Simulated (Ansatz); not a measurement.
# CuO (P1) in Ansatz: band structure with PBE

Aim: the band structure of CuO with PBE.

Everything below comes from runs of Ansatz 0.2.0. Logs are shortened: lines on timing, memory, paths and dates and some standing lists are left out, and cuts for length are marked.

## 1. The structure

The typed cell holds 6 atoms: a = 4.161 Å, b = 4.161 Å, c = 3.888 Å, α = 90.00°, β = 90.00°, γ = 90.00°.

The cell comes from a database or a generator and needn't be the stable form of this composition.

## 2. Band structure, PBE

The input, input.yaml:

```yaml
crystal:
  lattice:
    - [4.160937, 0.0, 0.0]
    - [0.0, 4.160937, 0.0]
    - [0.0, 0.0, 3.887643]
  atoms:
    - { symbol: Cu, position: [0.97755288, 0.9881666, 0.96033058] }
    - { symbol: Cu, position: [0.03966959, 0.52611003, 0.51816729] }
    - { symbol: Cu, position: [0.48115974, 0.99341849, 0.50592346] }
    - { symbol: O, position: [0.0110367, 0.50281741, 0.97548] }
    - { symbol: O, position: [0.46135738, 0.9887535, 0.98674171] }
    - { symbol: O, position: [0.02922369, 0.00073396, 0.55335695] }
hamiltonian:
  xc: pbe
  pseudopotentials: { kind: nc }
kpoints:
  mp_grid: { grid: [7, 7, 7] }
  band_path:
    path:
      - [[0.0, 0.0, 0.0], [0.0, 0.5, 0.0], [0.5, 0.5, 0.0], [0.0, 0.0, 0.0], [0.0, 0.0, 0.5], [0.0, 0.5, 0.5], [0.5, 0.5, 0.5], [0.0, 0.0, 0.5]]
      - [[0.0, 0.5, 0.0], [0.0, 0.5, 0.5]]
      - [[0.5, 0.5, 0.0], [0.5, 0.5, 0.5]]
    npoints: 14
scf:
  occupations: { method: fermi_dirac, width: 0.05 }
  n_extra_bands: 15
output:
  forces: true
  stress: true
  eigenvalues: true
  fatbands: false
  write_density: true
  write_potential: true
  elf: true
  volumetric_format: npy
```

Potentials or basis: Ansatz NC.

On the command line:

```console
> ansatz run input.yaml --threads 2 --pin off --max-ram 5632MiB --backend cpu --events-out ev --progress --plain --runs-dir out
```

Log:

```text
Warning: RAYON_NUM_THREADS=2 ignored (pool sized by the plan → 2); use --threads N
scf.n_extra_bands = 15 over 38 filled bands (N_el = 75.0): the run solves 53 bands
Engine: ansatz 0.2.0, aarch64-unknown-linux-gnu
Pseudopotentials: kind: nc
Pseudopotential: Cu, nc, valence charge 19, recommended cutoff 1251.723767 eV (normal), Cu.nc.azcp
Pseudopotential: O, nc, valence charge 6, recommended cutoff 1240 eV (normal), O.nc.azcp
Functional definition: PBE
  parameter kappa = 0.804
  parameter beta = 0.06672455060314922
  exchange = pbe_x(kappa = kappa, mu = beta*pi^2/3)
  correlation = pbe_c(beta = beta)
Crystal: 6 atoms, lattice volume = 67.308 Å³
Basis set: ecut = 1251.723767 eV, 6751 PW (Γ), exchange–correlation on 100×100×90 points (8 copies of the dense FFT grid, shifted against one another)
Bands: 53, of which v1, the nominal top of the filled ones, is band 38 counted from 1 (37 counted from 0)
Symmetry: 1 space group operations
Space group: P1 (ITA 1), of the structure as read, at distance tolerance 4.1e-5 Å
k-points: 172 of 343 (time reversal used)
Non-local potential: Cu, projectors of the file, l = 0: 2, l = 1: 2, l = 2: 2, l = 3: 1
Non-local potential: O, projectors of the file, l = 0: 2, l = 1: 2, l = 2: 1
Initial density: superposition of atomic densities (chi_scale 0.1, normalization cell, long waves kept (reshape's long-wave potential 0.03 eV rms))
Initial wavefunctions: pseudopotential atomic-orbital guess
Functional: x = pbe(κ = 0.804, μ = 0.2195149727645171), c = pbe(β = 0.06672455060314922)
SCF iter   1: F=—  HF=-16876.604679 eV  |F-HF|=—  |Δ(HF+E_count)|=         —  Δρ=1.21e-1  dr2=4.32e0  ethr=3.10e-3  ⟨swp⟩=6.0  Hψ=36175  notcnv=0  defer=655
preconditioner: auto → LDOS  [metal: Δε(μ)=0.012 eV  Ē_g=15.630 eV  σ=0.050 eV  W_gap=0.06  n_scr=26 (ndim 8)  ℏωp=32.3 eV  f_vac=0.115  D(μ)=3.03/eV (n_scr^D=26)  β→1.0]
SCF iter   2: F=—  HF=-16875.996023 eV  |F-HF|=—  |Δ(HF+E_count)|=   6.09e-1  Δρ=3.31e-2  dr2=2.78e-1  ethr=3.10e-3  ⟨swp⟩=2.1  Hψ=14194  notcnv=0  defer=1529
SCF iter   3: F=—  HF=-16875.997020 eV  |F-HF|=—  |Δ(HF+E_count)|=   9.97e-4  Δρ=1.32e-2  dr2=6.77e-2  ethr=3.70e-4  ⟨swp⟩=2.1  Hψ=12906  notcnv=0  defer=1533
SCF iter   4: F=—  HF=-16875.994010 eV  |F-HF|=—  |Δ(HF+E_count)|=   3.01e-3  Δρ=6.25e-3  dr2=1.24e-2  ethr=9.03e-5  ⟨swp⟩=2.0  Hψ=9274  notcnv=0  defer=1533
SCF iter   5: F=—  HF=-16875.992824 eV  |F-HF|=—  |Δ(HF+E_count)|=   1.19e-3  Δρ=1.70e-3  dr2=1.16e-3  ethr=1.65e-5  ⟨swp⟩=1.3  Hψ=7803  notcnv=0  defer=1533
SCF iter   6: F=—  HF=-16875.992733 eV  |F-HF|=—  |Δ(HF+E_count)|=   9.09e-5  Δρ=2.32e-4  dr2=1.51e-5  ethr=1.55e-6  ⟨swp⟩=2.2  Hψ=11220  notcnv=0  defer=1533
SCF iter   7: F=—  HF=-16875.991843 eV  |F-HF|=—  |Δ(HF+E_count)|=   8.90e-4  Δρ=4.60e-5  dr2=7.48e-7  ethr=2.01e-8  ⟨swp⟩=2.2  Hψ=12335  notcnv=0  defer=1533
SCF iter   8: F=-16875.991843 eV  HF=-16875.991843 eV  |F-HF|=8.19e-8  |Δ(HF+E_count)|=   3.54e-8  Δρ=1.42e-5  dr2=9.56e-8  ethr=1.33e-10  ⟨swp⟩=15.9  Hψ=74472  notcnv=0
SCF 1 converged in 8 iterations: F = -16875.991843 eV  dr2 = 9.56e-8
NSCF: frozen V_eff on 129 k-points
SCF converged after 8 iterations
Free energy (F): -16875.991843 eV
Harris-Foulkes:  -16875.991843 eV  (|F-HF|=8.19e-8)
Internal energy: -16875.959604 eV  (E = F + TS)
E sigma→0 (E₀):  -16875.975724 eV
Entropy (-TS):   -0.032238 eV (-5.373 meV/atom)
Fermi energy:    10.423891 eV
--- Per-component energies (eV) ---
  E_band       = -1403.558241
  E_kinetic    = 8082.022827
  E_local      = -16932.343623  (includes V_loc(G=0)·N_el)
  E_nonlocal   = -2990.512744
  E_hartree    = 6397.601437
  E_xc         = -2286.952630
  E_vxc        = -2357.945954  (∫ρ·V_xc dr)
  E_ewald      = -9145.774871
  E_smearing   = -0.032238  (= −TS)
  E_closure    = -0.000000  (closes the sum)
  Σ components = -16875.991843   (vs F -16875.991843, Δ=0.00e0)
--- Forces (eV/Å), atoms counted from 1 ---
  atom   1  Cu    -1.45245210     0.39304074     9.88737501
  atom   2  Cu    -0.06441447    -1.08612184    -2.69392282
  atom   3  Cu     1.52651242     0.14505735    -1.40115360
  atom   4  O     -0.35702569    -0.46007242     2.48450417
  atom   5  O      1.15198313     0.11500373     1.34033702
  atom   6  O     -0.80459268     0.89310531    -9.61710125
  max |Σ_I F_I| component: 3.85e-5 eV/Å
--- Stress (GPa, compression-positive) ---
        9.711581       0.285074      -4.705902
        0.285074       7.307297      -1.109994
       -4.705902      -1.109994      32.353044
  P = ⅓ Tr σ = 16.4573 GPa (164.573 kbar)
--- Band table (eV; the first three rows and the last of 172) ---
  k-point 0: bands = ["-102.5488", "-101.8115", "-101.8060", "-60.2238", "-59.8309", "-59.8159", "-59.3565", "-59.3198", "-59.2782", "-59.2585", "-58.9994", "-58.9941", "-10.1292", "-7.5610", "-7.0586", "3.6559", "3.7691", "3.7725", "6.3414", "6.5426", "6.6837", "6.9090", "7.2420", "7.4460", "7.5104", "7.7340", "7.8333", "8.0342", "8.1505", "8.2500", "8.3785", "8.4810", "8.6896", "8.7737", "8.9678", "9.0325", "9.1682", "9.3270", "9.4213", "11.5791", "16.3145", "17.7337", "19.0170", "19.1993", "21.2740", "22.2935", "23.5916", "24.5558", "24.6401", "26.3954", "26.5123", "28.1864", "29.2016"]
  k-point 1: bands = ["-102.5488", "-101.8115", "-101.8060", "-60.2238", "-59.8309", "-59.8159", "-59.3565", "-59.3199", "-59.2782", "-59.2585", "-58.9994", "-58.9941", "-10.0778", "-7.5575", "-7.0200", "3.4038", "3.7727", "3.8262", "5.8251", "6.1721", "6.3782", "6.5231", "7.2835", "7.4385", "7.6778", "7.7554", "7.8780", "7.9725", "8.0851", "8.1541", "8.4162", "8.6303", "8.7644", "8.8863", "9.1043", "9.2870", "9.3963", "9.4959", "9.6551", "12.2350", "16.5398", "18.0877", "18.7947", "18.9934", "20.6495", "22.9653", "23.5359", "24.2150", "24.4720", "26.5035", "26.7373", "27.5117", "29.1538"]
  k-point 2: bands = ["-102.5488", "-101.8115", "-101.8060", "-60.2239", "-59.8308", "-59.8159", "-59.3567", "-59.3200", "-59.2783", "-59.2585", "-58.9994", "-58.9941", "-9.9565", "-7.5554", "-6.9305", "3.0092", "3.7886", "3.8533", "4.9301", "5.3960", "5.9402", "6.0399", "7.3254", "7.4229", "7.5404", "7.6204", "7.8996", "7.9417", "8.1623", "8.3532", "8.5181", "8.8281", "8.9062", "9.1102", "9.2701", "9.5272", "9.8458", "9.8679", "10.1425", "13.6286", "16.9248", "18.2456", "18.3386", "19.2956", "19.9253", "23.3097", "23.6754", "24.1901", "24.5768", "25.8239", "26.6806", "27.1272", "27.6976"]
  k-point 171: bands = ["-102.5488", "-101.8114", "-101.8061", "-60.2238", "-59.8309", "-59.8159", "-59.3565", "-59.3199", "-59.2790", "-59.2577", "-59.0013", "-58.9924", "-9.9068", "-7.3908", "-7.1988", "3.0144", "3.5057", "3.7024", "5.0152", "5.7870", "5.9248", "6.2604", "6.5270", "7.4533", "7.5787", "7.7885", "7.9617", "8.1477", "8.2529", "8.3002", "8.4275", "8.6398", "8.9165", "9.2537", "9.3378", "9.5605", "9.9168", "10.1882", "10.4506", "13.9052", "15.0478", "17.6540", "18.6828", "20.8463", "21.6593", "22.2428", "23.2715", "24.0506", "25.1016", "25.7633", "26.2893", "26.9542", "28.6606"]
```

bands.tsv:

```text
# k_distance	band_0	band_1	band_2	band_3	band_4	band_5	band_6	band_7	band_8	band_9	band_10	band_11	band_12	band_13	band_14	band_15	band_16	band_17	band_18	band_19	band_20	band_21	band_22	band_23	band_24	band_25	band_26	band_27	band_28	band_29	band_30	band_31	band_32	band_33	band_34	band_35	band_36	band_37	band_38	band_39	band_40	band_41	band_42	band_43	band_44	band_45	band_46	band_47	band_48	band_49	band_50	band_51	band_52
[... 149 lines left out ...]
7.579893	-112.972729	-112.235225	-112.230066	-70.648018	-70.254855	-70.239926	-69.780403	-69.743898	-69.704490	-69.679813	-69.428170	-69.413433	-20.038298	-17.589995	-17.473038	-8.230207	-7.828494	-7.818042	-6.013760	-5.555749	-5.448660	-5.235494	-4.950718	-2.681018	-2.490087	-2.371663	-2.323145	-2.269078	-2.242276	-1.974432	-1.518233	-1.145814	-1.077730	-0.511191	0.099802	0.912781	0.989749	1.097274	1.271405	1.946505	6.207892	7.322134	7.764292	8.632574	9.373187	11.268372	11.557889	14.735357	16.684847	16.868050	17.070576	18.141835	18.210531
```

Run time: 3.4 min. Hardware: 2 threads of Arm Neoverse V2, shared host; peak memory 2.2 GiB.

Results:

```
Free energy            : -16875.9918 eV
Pressure               : 16.5 GPa
Largest force          : 10.001 eV/Å
Band gap on the k mesh : none (metal or under the smearing width)
```

Forces in eV/Å, atoms in the order of the input:
```
Cu  -1.452  0.393  9.887
Cu  -0.064 -1.086 -2.694
Cu   1.527  0.145 -1.401
O   -0.357 -0.460  2.485
O    1.152  0.115  1.340
O   -0.805  0.893 -9.617
```

Stress tensor (GPa, compression positive):
```
 9.71  0.29 -4.71
 0.29  7.31 -1.11
-4.71 -1.11 32.35
```

Levels at the corners of the path, in eV from the Fermi level:
```csv
point,band 35,band 36,band 37,band 38,band 39,band 40,band 41,band 42
Γ,-1.46,-1.39,-1.26,-1.10,-1.00,1.16,5.89,7.31
X,-1.42,-1.10,-0.92,-0.81,-0.34,3.62,3.70,7.92
M,-0.70,-0.66,-0.48,-0.36,0.78,3.52,5.63,5.85
Γ,-1.46,-1.39,-1.26,-1.10,-1.00,1.16,5.89,7.31
Z,-1.02,-0.76,-0.23,-0.20,0.01,4.84,6.14,7.38
R,-0.55,-0.50,-0.19,0.98,1.14,4.30,6.06,7.57
A,0.10,0.91,0.99,1.10,1.27,1.95,6.21,7.32
Z,-1.02,-0.76,-0.23,-0.20,0.01,4.84,6.14,7.38
X,-1.42,-1.10,-0.92,-0.81,-0.34,3.62,3.70,7.92
R,-0.55,-0.50,-0.19,0.98,1.14,4.30,6.06,7.57
M,-0.70,-0.66,-0.48,-0.36,0.78,3.52,5.63,5.85
A,0.10,0.91,0.99,1.10,1.27,1.95,6.21,7.32
```

Caveat: so large a pressure means that the cell lies far from this level's equilibrium, or that cutoff or potentials fall short; an odd number of electrons without spin polarisation forces a metal; a magnetic or distorted state may lie lower; the run has no spin polarisation, though such a crystal can be magnetic; semilocal functionals often make such compounds metallic where correlation or magnetic order opens a gap, which also shifts bond lengths. With open d or f shells a metallic result of PBE can be an artefact of self-interaction; +U or a hybrid may open a gap.
